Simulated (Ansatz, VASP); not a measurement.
KBr: VASP beside Ansatz

INCAR

```
PREC = Accurate ; ENCUT = 520
EDIFF = 1E-7 ; ISMEAR = -1
SIGMA = 0.08 ; LREAL = False
LASPH = True ; NELM = 60
ALGO = Normal ; ISIF = 2
LWAVE = False ; LCHARG = False
GGA = PE ; NBANDS = 15
```

File KPOINTS:

```
Automatic mesh
0
Gamma
  11 11 11
```

The input POSCAR:

```
KBr
1.0
    0.0000000000      3.7453945821      3.7453945821
    3.7453945821      0.0000000000      3.7453945821
    3.7453945821      3.7453945821      0.0000000000
K Br
1 1
Direct
    0.0000000000      0.0000000000      0.0000000000
    0.2500000000      0.2500000000      0.2500000000
```

Input for Ansatz:

```yaml
crystal:
  lattice:
    - [0.0, 3.7453945821, 3.7453945821]
    - [3.7453945821, 0.0, 3.7453945821]
    - [3.7453945821, 3.7453945821, 0.0]
  atoms:
    - { symbol: K, position: [0.0, 0.0, 0.0] }
    - { symbol: Br, position: [0.25, 0.25, 0.25] }
kpoints:
  mp_grid: { grid: [11, 11, 11] }
scf:
  occupations: { method: fermi_dirac, width: 0.08 }
hamiltonian:
  xc: pbe
  pseudopotentials: { kind: all_electron, lapw: { basis_error: 0.00025 } }
output:
  forces: true
  stress: true
  eigenvalues: true
```

Change from the starting cell: volume scaled by 1.025.

Alike in both runs: task single point; functional PBE; k mesh 11 × 11 × 11; occupations fermi-dirac, width 0.08 eV; no spin polarisation.

|  | VASP | Ansatz |
| --- | --- | --- |
| version | VASP 6.6.1 | Ansatz 0.2.0 |
| potentials or method | VASP PAW PBE potentials, release 64 (K_sv, Br) | all-electron LAPW, scalar-relativistic |
| plane-wave cutoff (eV) | 520 | see its input |

```csv
,VASP,Ansatz,Ansatz less VASP
gap on the k mesh at the Fermi level (eV),4.20,4.20,+0.001
pressure (GPa),-0.2,-0.2,-0.02
```

Ansatz ran all-electron here, so the differences hold the error of VASP's frozen core and of both bases.

Caveats: an odd mesh through Γ misses points on the zone boundary, where band edges often lie.
